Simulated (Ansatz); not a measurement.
Runs of Ansatz 0.2.0 on GaSb. Symmetry: I-4m2, No. 119, tetragonal system. Conventional cell: a = 5.507 Å, b = 5.507 Å, c = 3.181 Å, α = 90.00°, β = 90.00°, γ = 90.00°. Around Sb (site symmetry -4m2) lie 4 Ga at 2.87 Å and 2 Sb at 3.18 Å. Ga (site symmetry -4m2) is surrounded by 4 Sb at 2.87 Å and 2 Ga at 3.18 Å. Measurements of this composition are mostly on another form, of space group No. 216.

```tsv
task	level	spin	cell	k mesh	cutoff (eV)	points for each segment of the path	gap on the mesh (eV)	pressure (GPa)	relaxed volume (Å³/atom)
band structure	HSEsol	off	as given	5 × 5 × 5	420	4	none	(b)	-
single point	r2SCAN50	off	as given	5 × 5 × 5	500	-	none	-3.3	-
single point	HSE06	SOC, no magnetisation	as given	4 × 4 × 4	420	-	none	-2.9	-
relaxation of cell and atoms	HSEsol	off	relaxed	5 × 5 × 5	420	-	none	0.0	22.80
relaxation of cell and atoms	HF	off	relaxed	5 × 5 × 5	420	-	none	0.0	25.75
relaxation of cell and atoms	PBE0	off	relaxed	5 × 5 × 5	420	-	none	0.0	23.46
relaxation of cell and atoms	PBEsol0	off	relaxed	5 × 5 × 5	420	-	none	0.0	22.51
single point	PBE0	off	as given	5 × 5 × 5	420	-	none	-1.9	-
band structure	HSE03	off	as given	5 × 5 × 5	420	4	none	(a)	-
single point	PBE0	SOC, no magnetisation	as given	4 × 4 × 4	420	-	none	-3.1	-
band structure	HSE06	off	as given	5 × 5 × 5	420	4	none	-1.6	-
single point	PBEsol0	off	as given	5 × 5 × 5	420	-	none	(c)	-
```

Alike in all rows: potentials or basis Ansatz PAW; smearing fermi-dirac 0.05 eV; the mesh is coarse, so values aren't converged.

Q: Estimate the missing entries.

A: (a) -1.4; (b) -3.5; (c) -3.9.

Caveats: all runs use coarse meshes; the PAW data sets come from PBE, with cores solved anew for the run's functional, which leaves a small shift of forces and pressure; the thresholds are loose for stress (some runs); the plane-wave basis is chosen anew once the cell has moved, so the energies of steps on either side of that aren't comparable (some runs); spin-orbit coupling is left out, which moves the levels of the heavy elements (some runs).

A k mesh can miss the band edges, and rows without SOC leave out spin-orbit coupling on Ga, Sb.

A gap of «none» marks a metal or a gap under the smearing width.
